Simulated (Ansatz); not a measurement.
The system is W.

```
W
1.0
    -1.58234    1.58234    1.58234
     1.58234   -1.58234    1.58234
     1.58234    1.58234   -1.58234
W
1
Direct
  0.00000 0.00000 0.00000
```

Base run:

- Program: Ansatz 0.2.0
- Functional: BLYP
- Potentials or basis: all-electron LAPW, scalar-relativistic
- Cutoff: 286 eV (chosen from the basis error)
- Basis error allowed: 0.001 eV/atom
- k mesh: 12 × 12 × 12
- Occupations: fermi-dirac, width 0.05 eV
- Spin: no spin polarisation

Its results: pressure 15.5 GPa.

**Question.** The run is repeated on the same cell with these changes: functional from BLYP to PBE; occupations from fermi-dirac, width 0.05 eV to gaussian, width 0.023 eV. What comes out?

**Answer.** Pressure 6.1 GPa.

Caveats: so large a pressure means that the cell lies far from this level's equilibrium, or that cutoff or potentials fall short (some runs).
